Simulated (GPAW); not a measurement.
## Moving the functional in GeSi

```
Ge Si
1.0
     3.90445    0.00000    0.00000
    -1.95223    3.38135    0.00000
     0.00000    0.00000    6.45078
Ge Si
2 2
Direct
  0.33333 0.66667 0.00039
  0.66667 0.33333 0.50039
  0.33333 0.66667 0.37461
  0.66667 0.33333 0.87461
```

The cell comes from a database or a generator and needn't be the stable form of this composition.

Kept alike: task band structure; k mesh 6 × 6 × 4; occupations fermi-dirac, width 0.05 eV; no spin polarisation. Program: GPAW, potentials by row: the program's PAW data sets (release 1.2.1) made for this functional (LDA); PAW data sets generated for this functional (PBEsol); GPAW PAW data sets (gpaw-data 1.2.1) (r2SCAN on files made for PBE), cutoff 600 eV. The mesh is that of the run's cell of 4 atoms. No spin-orbit coupling.

```csv
functional,band gap (eV),pressure (GPa)
LDA,0.350,-1.48
PBEsol,0.342,0.40
r2SCAN,0.655,0.60
```

Pressure is positive in compression; the values hold the error of the finite cutoff, so their zero can differ a little from the energy's minimum. Gaps are the smaller of the mesh's and the band path's.

Problem. What does the functional change here?

Solution. The band gap runs from 0.342 (PBEsol) to 0.655 eV (r2SCAN). The pressure runs from -1.48 (LDA) to 0.60 GPa (r2SCAN).
